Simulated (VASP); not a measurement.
# TeH2 in VASP: a series of runs, part 2 of 2

VASP 6.6.1. The steps go on from the part before.

## 5. Relaxation of the atoms, revPBE

File INCAR:

```
ALGO = Normal
EDIFF = 1E-7
EDIFFG = -0.02
ENCUT = 400
GGA = RE
IBRION = 2
ISIF = 2
ISMEAR = 0
LASPH = True
LCHARG = False
LREAL = False
LWAVE = False
NELM = 60
NSW = 40
PREC = Accurate
SIGMA = 0.01
```

File KPOINTS:

```
k-points
0
Gamma
  1 1 1
```

File POSCAR:

```
TeH2
1.0
   11.0000000000      0.0000000000      0.0000000000
    0.0000000000     11.0000000000      0.0000000000
    0.0000000000      0.0000000000     10.0000000000
Te H
1 2
Direct
    0.5657545500      0.4415863600      0.5429100000
    0.5360000000      0.5891500000      0.5436200000
    0.4366090900      0.4146681800      0.4631800000
```

Potentials or basis: VASP PAW PBE potentials, release 64 (Te, H_s).

The run is started by

```console
cat potpaw_PBE.64/Te/POTCAR potpaw_PBE.64/H_s/POTCAR > POTCAR
mpirun -np 1 vasp_gam > vasp.out
```

OUTCAR:

```text
EDIFF = 1E-7
   EDIFFG = -0.02
   ENCUT = 400
   GGA = RE
   IBRION = 2
   ISIF = 2
   ISMEAR = 0
   LASPH = True
   LREAL = False
   NELM = 60
   NSW = 40
   PREC = Accurate

 ion  position               nearest neighbor table
   1  0.566  0.442  0.543-   3 1.66   2 1.66
   2  0.536  0.589  0.544-   1 1.66
   3  0.437  0.415  0.463-   1 1.66

  LATTYP: Found a simple tetragonal cell.
 ALAT       =    11.0000000000
 C/A-ratio  =     0.9090909091

  Lattice vectors:

 A1 = (  11.0000000000,   0.0000000000,   0.0000000000)
 A2 = (   0.0000000000,  11.0000000000,   0.0000000000)
 A3 = (   0.0000000000,   0.0000000000,  10.0000000000)

Analysis of symmetry for initial positions (statically):
=====================================================================
 Subroutine PRICEL returns:
 Original cell was already a primitive cell.

 Routine SETGRP: Setting up the symmetry group for a
 simple tetragonal supercell.

 Subroutine GETGRP returns: Found  1 space group operations
 (whereof  1 operations were pure point group operations)
 out of a pool of 16 trial point group operations.

The static configuration has the point symmetry C_1 .

Analysis of symmetry for dynamics (positions and initial velocities):
=====================================================================
 Subroutine PRICEL returns:
 Original cell was already a primitive cell.

 Routine SETGRP: Setting up the symmetry group for a
 simple tetragonal supercell.

 Subroutine GETGRP returns: Found  1 space group operations
 (whereof  1 operations were pure point group operations)
 out of a pool of 16 trial point group operations.

The dynamic configuration has the point symmetry C_1 .

 Subroutine INISYM returns: Found  1 space group operations
 (whereof  1 operations are pure point group operations),
 and found     1 'primitive' translations

[... 83 lines left out ...]
   NELECT =       8.0000    total number of electrons
   NUPDOWN=      -1.0000    fix difference up-down
   EMIN   =  10.00;   EMAX   =-10.00  energy-range for DOS
   EFERMI =   0.00;   METHOD = LEGACY
   ISMEAR =     0;   SIGMA  =   0.01  broadening in eV -4-tet -1-fermi 0-gaus
   EFERMI_NEDOS =   21; number of points for ismear=-14 and -15
   IALGO  =     38    algorithm
   IMIX   =      4    mixing-type and parameters
     AMIX     =   0.40;   BMIX     =  1.00
     AMIX_MAG =   1.60;   BMIX_MAG =  1.00
  volume/ion in A,a.u.               =     403.33      2721.83
  Fermi-wavevector in a.u.,A,eV,Ry     =   0.307263  0.580642  1.284530  0.094410
  Thomas-Fermi vector in A             =   1.181976
   LORBIT       =      0    0 simple, 1 ext, 2 COOP (PROOUT), +10 PAW based schemes
   GGA     = RE    functional components
   LHFCALC =     F    Hartree Fock is set to
   AEXX    =    0.0000 exact exchange contribution
   IVDW    =     0    specifies the selected vdW correction
   LEPSILON=     F    determine dielectric tensor
   LRPA    =     F    only Hartree local field effects (RPA)
 conjugate gradient relaxation of ions
 non-spin polarized calculation
 Gauss-broadening in eV      SIGMA  =   0.01
  energy-cutoff  :      400.00
  volume of cell :     1210.00
 maximum number of plane-waves:     10979
 NGX is ok and might be reduce to    70
   NGX = 35   NGY = 35   NGZ = 33

--------------------------------------- Ionic step        1  -------------------------------------------

 number of electron       7.9999999 magnetization

 Free energy of the ion-electron system (eV)
  ---------------------------------------------------
  ext. energy  EPLUGINS =         0.00000000
  ---------------------------------------------------
  free energy    TOTEN  =        -9.11513453 eV

  energy without entropy =       -9.11513453  energy(sigma->0) =       -9.11513453

------------------------ aborting loop because EDIFF is reached ----------------------------------------

  FORCE on cell =-STRESS in cart. coord.  units (eV):
  Direction    XX          YY          ZZ          XY          YZ          ZX
  --------------------------------------------------------------------------------------
  -------------------------------------------------------------------------------------
  Total        0.4609559      0.5619040      0.1339909     -0.0549624      0.0369478      0.2542460
  in kB        0.6103579      0.7440247      0.1774192     -0.0727764      0.0489231      0.3366506
  external PRESSURE =       0.5106006 kB  Pullay stress =       0.0000000 kB
[... 61 lines left out ...]
--------------------------------------- Ionic step        3  -------------------------------------------

 number of electron       8.0000000 magnetization

 Free energy of the ion-electron system (eV)
  ---------------------------------------------------
  ext. energy  EPLUGINS =         0.00000000
  ---------------------------------------------------
  free energy    TOTEN  =        -9.12309244 eV

  energy without entropy =       -9.12309244  energy(sigma->0) =       -9.12309244

 E-fermi :  -5.1178     XC(G=0):  -0.9334

 val. band max:       -5.1966390977   @ k =   0.0000   0.0000   0.0000
 cond. band min:      -1.3463471213   @ k =   0.0000   0.0000   0.0000
 fundamental gap:      3.8502919765
 Fermi energy:        -5.1178470512

 k-point     1 :       0.0000    0.0000    0.0000
  band No.  band energies     occupation
      1     -15.6760      2.00000
      2      -9.1713      2.00000
      3      -7.9652      2.00000
      4      -5.1966      2.00000
      5      -1.3463      0.00000
      6      -0.9740      0.00000
      7       0.2721      0.00000
      8       0.8147      0.00000
[... 28 lines left out ...]
  FREE ENERGIE OF THE ION-ELECTRON SYSTEM (eV)
  ---------------------------------------------------
  free  energy   TOTEN  =        -9.1230924447 eV

  energy  without entropy=       -9.1230924447  energy(sigma->0) =       -9.12309244

 reached required accuracy - stopping structural energy minimisation
```

OSZICAR:

```text
N       E                     dE             d eps       ncg     rms          rms(c)
DAV:   1     0.466363981123E+02    0.46636E+02   -0.15875E+03    16   0.401E+02
DAV:   2    -0.369903851051E+01   -0.50335E+02   -0.50335E+02    32   0.584E+01
DAV:   3    -0.943356084680E+01   -0.57345E+01   -0.57345E+01    24   0.396E+01
[... 49 lines left out ...]
DAV:  10    -0.912308839456E+01   -0.18617E-05   -0.52335E-08    32   0.938E-04    0.218E-04
DAV:  11    -0.912309127838E+01   -0.28838E-05   -0.23590E-07    32   0.181E-03    0.271E-04
DAV:  12    -0.912309206485E+01   -0.78646E-06   -0.23547E-08    24   0.671E-04    0.454E-05
DAV:  13    -0.912309236674E+01   -0.30189E-06   -0.12682E-08    32   0.431E-04    0.136E-04
DAV:  14    -0.912309244470E+01   -0.77962E-07   -0.14124E-09    24   0.164E-04
   3 F= -.91230924E+01 E0= -.91230924E+01  d E =-.795792E-02
```

CONTCAR:

```text
TeH2
   1.00000000000000
    11.0000000000000000    0.0000000000000000    0.0000000000000000
     0.0000000000000000   11.0000000000000000    0.0000000000000000
     0.0000000000000000    0.0000000000000000   10.0000000000000000
  Te              H
     1     2
Direct
     0.5668263049292446    0.4407765293395587    0.5434480369061149
     0.5357591103362930    0.5900696220140613    0.5435930869298371
     0.4357782247344625    0.4145583886463785    0.4626688761640455

  0.00000000E+00  0.00000000E+00  0.00000000E+00
  0.00000000E+00  0.00000000E+00  0.00000000E+00
  0.00000000E+00  0.00000000E+00  0.00000000E+00
```

Run time: 1.7 min. Hardware: 1 thread of Intel Xeon Platinum 8559C (Emerald Rapids), shared host; peak memory 0.73 GiB.

What came out:

| Quantity | Value |
| --- | --- |
| Free energy | -9.1231 eV |
| Energy gained by relaxing | 2.7 meV/atom |
| Ionic steps | 3 |
| Largest force after relaxing | 0.005 eV/Å |
| Gap between the frontier levels | 3.85 eV |

Forces in eV/Å, atoms in the order of the input:
```
Te  -0.001  0.000  0.001
H    0.002  0.004  0.002
H   -0.001 -0.004 -0.003
```

The path:
| step | energy change (eV) | largest force (eV/Å) | pressure (GPa) |
| --- | --- | --- | --- |
| 1 | 0.0000 | 0.5432 | 0.05 |
| 2 | -0.0046 | 0.3403 | -0.03 |
| 3 | -0.0080 | 0.0053 | 0.00 |

Final structure:
```cif
data_structure
_symmetry_space_group_name_H-M 'P 1'
_symmetry_Int_Tables_number 1
_cell_length_a 11.0000
_cell_length_b 11.0000
_cell_length_c 10.0000
_cell_angle_alpha 90.000
_cell_angle_beta 90.000
_cell_angle_gamma 90.000
_cell_volume 1210.00
loop_
_atom_site_label
_atom_site_type_symbol
_atom_site_fract_x
_atom_site_fract_y
_atom_site_fract_z
_atom_site_occupancy
Te1 Te 0.56683 0.44078 0.54345 1
H1 H 0.53576 0.59007 0.54359 1
H2 H 0.43578 0.41456 0.46267 1
```

Levels at points of the mesh, in eV from the valence-band top:
| k point | band 1 | band 2 | band 3 | band 4 | band 5 | band 6 | band 7 | band 8 |
| --- | --- | --- | --- | --- | --- | --- | --- | --- |
| (0.00, 0.00, 0.00) | -10.48 | -3.97 | -2.77 | 0.00 | 3.85 | 4.22 | 5.47 | 6.01 |

Caveat: the PAW data sets were made with another functional, which shifts forces and pressure a little; spin-orbit coupling is left out, which moves the levels of the heavy elements.

## 6. Summary

```csv
task,level,potentials or basis,cell,cutoff (eV),grid for exact exchange (PRECFOCK),screening parameter,gap on the mesh (eV),largest force (eV/Å)
atomic charges,PBE+TS,"VASP PAW PBE potentials, release 64 (Te, H)",as given,520,-,-,3.96,0.50
electron localisation function,PBE,"VASP PAW PBE potentials, release 64 (Te, H)",as given,520,-,-,3.96,0.50
single point,HSE06+D3(BJ),"VASP PAW PBE potentials, release 64 (Te, H_s)",as given,400,Fast,0.2 1/A,5.09,0.04
relaxation of the atoms,revPBE,"VASP PAW PBE potentials, release 64 (Te, H_s)",atoms relaxed,400,-,-,3.85,0.01
```

Alike in all rows: no spin polarisation; k mesh 1 × 1 × 1; smearing gaussian 0.01 eV.

Caveats: spin-orbit coupling is left out, which moves the levels of the heavy elements; the PAW data sets were made with another functional, which shifts forces and pressure a little (some runs).

Absolute energies hang on the potentials; compare differences alone.
